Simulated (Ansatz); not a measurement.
A surface is cut from this relaxed crystal of WC:

```
W C
1.0
     2.92177    0.00000    0.00000
    -1.46089    2.53033    0.00000
     0.00000    0.00000    2.84708
W C
1 1
Direct
  0.00000 0.00000 0.00000
  0.66667 0.33333 0.50000
```

Miller indices refer to the conventional cell of P-6m2 (No. 187), a = 2.922 Å, b = 2.922 Å, c = 2.847 Å, α = 90.00°, β = 90.00°, γ = 120.00°.

The (001) slab of 8 planes, 10.0 Å thick with 15 Å of vacuum as cut; outer planes W (top) and C (bottom).

The calculation used DFT PBE, scalar-relativistic, plane waves, PAW (Ansatz 0.2.0). Settings: cutoff 420 eV, Γ-centred mesh 12×12×1 on the computed 8-atom cell, Gaussian smearing of 0.10 eV; no spin polarisation. The cell repeats along c with a dipole correction in the vacuum.

Results for the relaxed slab:

```
Surface energy (mean of both faces)   : 4.70 J/m²
Work function                         : 4.95 eV (top), 6.18 eV (bottom)
Dipole of the slab along +c, per cell : 0.05 e·Å
```

Relaxation lowers the energy by 1.113 J/m² a face; the largest move is 0.240 Å.

```csv
plane (bottom to top),atoms,"spacing to next, bulk (Å)",relaxed (Å),change (%)
1,C,1.424,1.093,-23.2
2,W,1.424,1.521,+6.9
3,C,1.424,1.376,-3.3
4,W,1.424,1.449,+1.8
5,C,1.424,1.406,-1.2
6,W,1.424,1.454,+2.2
7,C,1.424,1.358,-4.6
8,W,,,
```

Spin-orbit coupling is left out, which matters for the bands of heavy elements.